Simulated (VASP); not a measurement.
# Ga, self-consistent run: which settings are enough?

Ga, C2/m (no. 12), 2 atoms in the cell. LDA; PAW potentials Ga_d (LDA set). VASP 6.6.1. The cell is changed on purpose: last atom moved by 0.05 Å along z, cell strained by -1.0% along z.

Wanted: energy within 10 meV/atom; forces within 0.05 eV/Å; stress within 1 GPa.

What the run is for: all; Accuracy asked: screening.

POSCAR:
```
Ga
1.0
    1.4500000000     -4.0650000000      0.0000000000
    1.4500000000      4.0650000000      0.0000000000
    0.0000000000      0.0000000000      3.1383000000
Ga
2
Direct
    0.1330000000      0.8670000000      0.7500000000
    0.8670000000      0.1330000000      0.2657728700
```

The series start from Plane-wave cutoff (eV): 370; Smearing width (eV): 0.1; k-point mesh: 13 × 13 × 12; Precision mode (PREC): Accurate; Electronic threshold (eV): 1e-6; Bands in all (NBANDS): 23; Electronic algorithm: ALGO=Normal; Support grid and gradient cutoff: ADDGRID=False GGA_COMPAT=False; Density mixing: defaults. Each series keeps the choices made before it, and each single choice may use up half of a tolerance.

## Plane-wave cutoff (eV)

| Plane-wave cutoff (eV) | Energy less reference (meV/atom) | Forces, largest deviation (eV/Å) | Stress, largest deviation (GPa) | SCF iterations | Time (s) |
|---|---|---|---|---|---|
| 230 | 80 | 0.012 | 20.4 | 11 | 10 |
| 280 | 2 | 0.002 | 1.2 | 10 | 12 |
| 330 | -2 | 0.001 | 0.1 | 10 | 18 |
| 370 | 0 | 0.001 | 0.4 | 10 | 18 |
| 430 | 0 | 0.001 | 0.2 | 10 | 24 |
| 500 | 0 | 0.000 | 0.0 | 10 | 22 |
| 600 (reference) | 0 | 0.000 | 0.0 | 10 | 36 |

Chosen: 330, the loosest value from which every tighter one stays within half of the tolerance.

## Smearing width (eV)

| Smearing width (eV) | Energy less reference (meV/atom) | Forces, largest deviation (eV/Å) | Stress, largest deviation (GPa) | SCF iterations | Time (s) |
|---|---|---|---|---|---|
| 0.4 | 0 | 0.016 | 0.5 | 10 | 16 |
| 0.3 | 0 | 0.014 | 0.4 | 10 | 17 |
| 0.2 | 0 | 0.012 | 0.3 | 10 | 16 |
| 0.15 | 0 | 0.009 | 0.2 | 10 | 17 |
| 0.1 | 0 | 0.004 | 0.1 | 10 | 18 |
| 0.05 (reference) | 0 | 0.000 | 0.0 | 10 | 17 |

Chosen: 0.4.

## k-point mesh

| k-point mesh | Energy less reference (meV/atom) | Forces, largest deviation (eV/Å) | Stress, largest deviation (GPa) | SCF iterations | Time (s) |
|---|---|---|---|---|---|
| 4 × 4 × 4 | 33 | 0.162 | 5.9 | 10 | 2.1 |
| 6 × 6 × 5 | 3 | 0.064 | 1.5 | 10 | 3.0 |
| 7 × 7 × 6 | 9 | 0.004 | 2.5 | 10 | 3.7 |
| 9 × 9 × 8 | -6 | 0.009 | 1.0 | 10 | 6.3 |
| 11 × 11 × 10 | 4 | 0.005 | 0.6 | 10 | 10 |
| 13 × 13 × 12 | 2 | 0.003 | 0.8 | 10 | 16 |
| 16 × 16 × 14 | 1 | 0.002 | 0.3 | 10 | 30 |
| 19 × 19 × 17 (reference) | 0 | 0.000 | 0.0 | 10 | 48 |

Chosen: 16 × 16 × 14.

## Precision mode (PREC)

| Precision mode (PREC) | Energy less reference (meV/atom) | Forces, largest deviation (eV/Å) | Stress, largest deviation (GPa) | SCF iterations | Time (s) |
|---|---|---|---|---|---|
| Low | -1 | 0.016 | 0.2 | 10 | 15 |
| SingleN | -3 | 0.037 | 0.3 | 10 | 16 |
| Normal | 0 | 0.001 | 0.0 | 10 | 17 |
| Accurate (reference) | 0 | 0.000 | 0.0 | 10 | 30 |

Chosen: Normal.

## Electronic threshold (eV)

| Electronic threshold (eV) | Energy less reference (meV/atom) | Forces, largest deviation (eV/Å) | Stress, largest deviation (GPa) | SCF iterations | Time (s) |
|---|---|---|---|---|---|
| 0.001 | 0 | 0.001 | 0.6 | 9 | 12 |
| 0.0001 | 0 | 0.001 | 0.3 | 9 | 13 |
| 1e-5 | 0 | 0.000 | 0.4 | 9 | 12 |
| 1e-6 | 0 | 0.000 | 0.0 | 10 | 17 |
| 1e-7 | 0 | 0.000 | 0.1 | 11 | 16 |
| 1e-8 (reference) | 0 | 0.000 | 0.0 | 12 | 14 |

Chosen: 0.0001.

## Bands in all (NBANDS)

| Bands in all (NBANDS) | Energy less reference (meV/atom) | Forces, largest deviation (eV/Å) | Stress, largest deviation (GPa) | SCF iterations | Time (s) |
|---|---|---|---|---|---|
| 14 | 1 | 0.012 | 0.6 | 9 | 7.8 |
| 15 | 0 | 0.001 | 0.3 | 9 | 7.9 |
| 17 | 0 | 0.001 | 0.2 | 9 | 10 |
| 19 | 0 | 0.001 | 0.2 | 9 | 9.0 |
| 23 | 0 | 0.001 | 0.1 | 9 | 13 |
| 33 (reference) | 0 | 0.000 | 0.0 | 9 | 17 |

Chosen: 15.

## Electronic algorithm

| Electronic algorithm | Energy less reference (meV/atom) | Forces, largest deviation (eV/Å) | Stress, largest deviation (GPa) | SCF iterations | Time (s) |
|---|---|---|---|---|---|
| ALGO=Normal | 0 | 0.000 | 0.0 | 9 | 7.9 |
| ALGO=Fast | 0 | 0.004 | 0.1 | 9 | 7.6 |
| ALGO=VeryFast | 3 | 0.013 | 0.5 | 20 | 13 |
| ALGO=All ISEARCH=1 | 0 | 0.005 | 0.5 | 11 | 9.2 |
| ALGO=All ISEARCH=0 | 0 | 0.005 | 0.5 | 11 | 9.7 |
| ALGO=Damped TIME=0.4 | 0 | 0.003 | 0.6 | 20 | 12 |
| ALGO=Damped TIME=0.1 | 0 | 0.004 | 0.5 | 32 | 18 |

Chosen: ALGO=Normal; no other choice that stays within half of the tolerance saves 30 % of the time.

## Support grid and gradient cutoff

| Support grid and gradient cutoff | Energy less reference (meV/atom) | Forces, largest deviation (eV/Å) | Stress, largest deviation (GPa) | SCF iterations | Time (s) |
|---|---|---|---|---|---|
| ADDGRID=False GGA_COMPAT=False | 0 | 0.000 | 0.0 | 9 | 7.9 |
| ADDGRID=True GGA_COMPAT=False | 0 | 0.001 | 0.0 | 9 | 8.1 |
| ADDGRID=False GGA_COMPAT=True | 0 | 0.000 | 0.0 | 9 | 7.9 |

Chosen: ADDGRID=False GGA_COMPAT=False.

## Density mixing

| Density mixing | Energy less reference (meV/atom) | Forces, largest deviation (eV/Å) | Stress, largest deviation (GPa) | SCF iterations | Time (s) |
|---|---|---|---|---|---|
| defaults | 0 | 0.000 | 0.0 | 9 | 7.9 |
| AMIX=0.8 | 0 | 0.002 | 0.6 | 9 | 7.4 |
| MAXMIX=-10 | 0 | 0.000 | 0.0 | 9 | 7.6 |
| AMIN=0.01 | 0 | 0.000 | 0.0 | 9 | 7.8 |
| AMIX=0.4 IMIX=1 | 0 | 0.001 | 0.7 | 12 | 9.1 |
| AMIX=0.6 | 0 | 0.002 | 0.8 | 9 | 8.6 |
| AMIX=0.1 | 0 | 0.002 | 0.4 | 10 | 8.2 |

Chosen: defaults.

## All choices together

| Input | Energy less reference (meV/atom) | Forces, largest deviation (eV/Å) | Stress, largest deviation (GPa) | Time (s) |
|---|---|---|---|---|
| the program's defaults (naive) | 20 | 0.030 | 3.0 | 1.2 |
| chosen settings | 0 | 0.011 | 0.6 | 7.9 |
| reference settings throughout | 0 | 0.000 | 0.0 | 145 |

The tolerance is met.

Values of the reference run: Forces: 0, -0.2053, 0.06464, 0, 0.2053, -0.06464 eV/Å; Stress: -5.092, 0, 0, 0, -3.207, -0.1537, 0, -0.1537, -1.704 GPa.

## The input

INCAR:
```
SYSTEM = Ga
  GGA = CA
  ISMEAR = 1
  SIGMA = 0.4
  LWAVE = .FALSE.
  LCHARG = .FALSE.
  ISIF = 2
  PREC = Normal
  LASPH = .TRUE.
  LREAL = .FALSE.
  ALGO = Normal
  EDIFF = 1E-4
  NELM = 120
  GGA_COMPAT = .FALSE.
  ENCUT = 330
  KPAR = 8
  NBANDS = 15
  ADDGRID = .FALSE.
```

KPOINTS:
```
Automatic mesh
0
Gamma
  16 16 14
  0 0 0
```

Commands:
```
cat potpaw_LDA.64/Ga_d/POTCAR > POTCAR
mpirun -np 8 vasp_std > vasp.out
```

The chosen input took VASP 6.6.1 7.9 s on 8 cores (Intel Xeon 6975P-C (Granite Rapids)), a shared host.

## An input that fails: too few electronic steps

The electronic loop stops at its limit of 5 steps.

Changes against the starting input:
```
- NELM = 120
+ NELM = 5
```
